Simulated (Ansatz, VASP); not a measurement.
## AlN in VASP and in Ansatz

```
Al N
1.0
     3.10669    0.00000    0.00000
    -1.55335    2.69048    0.00000
     0.00000    0.00000    4.97859
Al N
2 2
Direct
  0.33333 0.66667 0.99920
  0.66667 0.33333 0.49920
  0.33333 0.66667 0.38080
  0.66667 0.33333 0.88080
```

Alike in both runs: task single point; functional r2SCAN; k mesh 12 × 12 × 6; no spin polarisation.

|  | VASP | Ansatz |
| --- | --- | --- |
| version | VASP 6.6.1 | Ansatz 0.2.0 |
| potentials or method | VASP PAW PBE potentials, release 64 (Al, N) | plane waves, PAW |
| plane-wave cutoff (eV) | 520 | 500 |
| occupations | gaussian, width 0.01 eV | fixed |
| valence electrons in the cell | 16 | 16 |

```tsv
	VASP	Ansatz	Ansatz less VASP
gap on the k mesh at the Fermi level (eV)	4.92	4.88	-0.041
```

Caveats: the PAW data sets were made with another functional, which shifts forces and pressure a little (VASP). r2SCAN opens gaps a little over a GGA but as a rule still falls short of measured ones. A k mesh can miss the band edges.
